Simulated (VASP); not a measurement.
Here is a VASP 6.6.1 calculation.

The input POSCAR:

```
AgCl
1.0
    0.0000000000      2.7531131106      2.7531131106
    2.7531131106      0.0000000000      2.7531131106
    2.7531131106      2.7531131106      0.0000000000
Ag Cl
1 1
Direct
    0.0000000000      0.0000000000      0.0000000000
    0.5000000000      0.5000000000      0.5000000000
```

File INCAR.step1:

```
SYSTEM = AgCl
PREC     = Accurate       ! precision mode
ENCUT    = 520            ! plane-wave cutoff, eV
ISMEAR   = -1             ! smearing method
SIGMA    = 0.05           ! smearing width, eV
LREAL    = .FALSE.        ! projectors in reciprocal space
LASPH    = .TRUE.         ! aspherical terms in the spheres
NELM     = 60             ! most SCF steps
NBANDS   = 16             ! bands
GGA      = PE             ! functional
ALGO     = Normal         ! electronic algorithm
EDIFF    = 1E-4           ! SCF threshold, eV
LWAVE    = .TRUE.         ! write WAVECAR
LCHARG   = .FALSE.        ! write CHGCAR
```

INCAR.step2

```
SYSTEM = AgCl
PREC     = Accurate       ! precision mode
ENCUT    = 520            ! plane-wave cutoff, eV
EDIFF    = 1E-6           ! SCF threshold, eV
ISMEAR   = -1             ! smearing method
SIGMA    = 0.05           ! smearing width, eV
LREAL    = .FALSE.        ! projectors in reciprocal space
LASPH    = .TRUE.         ! aspherical terms in the spheres
NELM     = 60             ! most SCF steps
ALGO     = Normal         ! electronic algorithm
ISIF     = 2              ! what is computed and relaxed
LWAVE    = .FALSE.        ! write WAVECAR
LCHARG   = .TRUE.         ! write CHGCAR
METAGGA  = R2SCAN         ! meta-GGA
LMIXTAU  = .TRUE.       
LELF     = .TRUE.         ! ELF
LVHAR    = .TRUE.       
NBANDS   = 16             ! bands
ISTART   = 1
```

Contents of KPOINTS:

```
regular mesh
0
G
  8 8 8
  0 0 0
```

Potentials or basis: VASP PAW PBE potentials, release 64 (Ag, Cl).

Command:

```sh
$ cat potpaw_PBE.64/Ag/POTCAR potpaw_PBE.64/Cl/POTCAR > POTCAR
$ cp INCAR.step1 INCAR
$ mpirun -np 1 vasp_std > vasp.out
$ cp INCAR.step2 INCAR
$ mpirun -np 1 vasp_std > vasp.out
```

Question: Predict the pressure.

Answer: 1.0 GPa.

Question: Estimate the band gap on the k mesh.

Answer: 1.42 eV, indirect (least direct gap 3.78 eV).

Caveat: the PAW data sets were made with another functional, which shifts forces and pressure a little.

**Measured values to compare with.**

A printed reference work, data compilation reports, for a bulk crystal of AgCl: band gap 3.249 eV (indirect).

Measured gap of AgCl: 3.249 eV (indirect; a printed reference work, data compilation). This calculation gives 1.42 eV (-1.83 eV). So large a miss can be the level of theory's own, or it may mean another phase, state or a wrong row. Spin-orbit coupling on Ag is left out. The value is that of r2SCAN on a finite k mesh, which can miss the band edges, without temperature or zero-point motion.
